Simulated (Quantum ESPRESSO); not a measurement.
# PtSe2: phonons with BLYP

The system is PtSe2.

```
Pt Se
1.0
     3.72400    0.00000    0.00000
    -1.86200    3.22508    0.00000
     0.00000    0.00000    5.06200
Pt Se
1 2
Direct
  0.00000 0.00000 0.00000
  0.33333 0.66667 0.25000
  0.66667 0.33333 0.75000
```

* Program: Quantum ESPRESSO 7.5
* Task: phonons
* Functional: BLYP
* Potentials or basis: GBRV 1.5 PBE
* Cutoff: 612 eV
* Density cutoff: 4898 eV
* k mesh: 4 × 4 × 2, shifted
* Occupations: fermi-dirac, width 0.05 eV
* Spin: no spin polarisation
* Mixing beta: 0.5
* Most SCF iterations: 120
* SCF threshold: 6e-10 Ry

| Item | Value |
| --- | --- |
| Relaxed volume | 26.42 Å³/atom |
| Relaxed cell | a = 3.825 Å, b = 3.825 Å, c = 6.257 Å, α = 90.00°, β = 90.00°, γ = 120.00° |
| Space group after relaxing (to 0.05 Å) | P-3m1 (No. 164) |
| Pressure after relaxing | 0.1 GPa |
| Electronic dielectric tensor (diagonal) | 30.03, 30.03, 21.44 |
| Born charges (mean of the diagonal) | Pt +3.15; Se -1.85 e |
| Highest phonon frequency at Γ, LO-TO splitting left out | 207 cm⁻¹ |
| Static dielectric tensor (diagonal) | 33.53, 33.53, 21.79 |

Forces on the atoms (eV/Å):
```
Pt   0.000  0.000  0.000
Se   0.000  0.000 -0.003
Se   0.000  0.000  0.003
```

Stress tensor (GPa, compression positive):
```
0.06 0.00 0.00
0.00 0.06 0.00
0.00 0.00 0.31
```

Step by step:
```tsv
step	energy change (eV)	largest force (eV/Å)	pressure (GPa)	volume (Å³)
1	0.0000	0.9485	14.24	60.80
2	-0.2576	0.0120	3.45	65.32
3	-0.2796	0.2191	0.95	66.91
4	-0.2870	0.2757	0.00	67.81
5	-0.2967	0.2863	-0.70	68.86
6	-0.3102	0.2435	-1.10	70.18
7	-0.3271	0.1279	-1.05	71.86
8	-0.3425	0.0818	-0.36	74.06
9	-0.3492	0.2106	0.26	75.56
10	-0.3571	0.2651	0.71	77.01
11	-0.3680	0.2076	0.90	78.93
12	-0.3719	0.0424	0.35	78.90
13	-0.3721	0.0061	0.14	78.90
14	-0.3722	0.0038	0.04	79.07
15	-0.3722	0.0027	-0.01	79.24
16	-0.3722	0.0005	0.00	79.27
```

Final structure:
```
Pt Se
1.0
     3.82483    0.00000    0.00000
    -1.91242    3.31240    0.00000
     0.00000    0.00000    6.25650
Pt Se
1 2
Cartesian
  0.0000 0.0000 0.0000
  0.0000 2.2083 1.3281
  1.9124 1.1041 4.9284
```

Levels at points of the mesh, in eV from the valence-band top:
| k point | band 12 | band 13 | band 14 | band 15 | band 16 | band 17 |
| --- | --- | --- | --- | --- | --- | --- |
| (0.00, 0.00, 0.25) | -0.53 | -0.24 | -0.24 | 2.47 | 2.47 | 4.75 |

Phonon frequencies in cm⁻¹ (negative: imaginary):
```
              q point                       frequencies
(0.000, 0.000, 0.000)  17 21 21 157 157 187 191 191 207
```

Electronic dielectric tensor:
```
30.03  0.00  0.00
 0.00 30.03  0.00
 0.00  0.00 21.44
```

Born effective charge tensors (e):
atom 1, Pt
```
4.06 0.00 0.00
0.00 4.06 0.00
0.00 0.00 1.33
```
atom 2, Se
```
-2.35  0.00  0.00
 0.00 -2.35  0.00
 0.00  0.00 -0.84
```
atom 3, Se
```
-2.35  0.00  0.00
 0.00 -2.35  0.00
 0.00  0.00 -0.84
```

Optical modes at Γ, degenerate ones joined, polar ones without the macroscopic field:
| cm⁻¹ | components | symmetry | active in | IR intensity, summed ((D/Å)²/amu) |
| --- | --- | --- | --- | --- |
| 157 | 2 | Eg | Raman | 0.00 |
| 187 | 1 | A1g | Raman | 0.00 |
| 193 | 2 | Eu | IR | 9.64 |
| 208 | 1 | A2u | IR | 0.56 |

Zone-centre frequencies without and with the macroscopic field along z (cm⁻¹):
```tsv
	optical modes in rising order
without	157 157 187 193 193 208
with the field	157 157 187 193 193 209
```

Static dielectric tensor, electrons and zone-centre modes:
```
33.53  0.00  0.00
 0.00 33.53  0.00
 0.00  0.00 21.79
```

It took 10 min on 1 thread of Arm Neoverse V1 (shared host), peak memory 0.25 GiB.

Caveat: the k mesh is coarse (spacing up to 0.62 Å⁻¹), so the values aren't converged; the mesh is thin for the dielectric tensor, Born charges and intensities, which usually come out too large; the potentials were made for another functional, which shifts forces and pressure; the volume moved by over 15 % at a fixed basis, so the end points are rough; the layers were relaxed without a dispersion term, so their spacing and the soft interlayer modes are unreliable; the Born charges break their sum rule by 0.55 e, a sign of too thin a mesh; this functional lacks dispersion, which binds the layers, so the pressure and a relaxed spacing across them are unreliable, and here the layers came unbound. The run has no spin-orbit coupling, so splittings on Pt are missing.
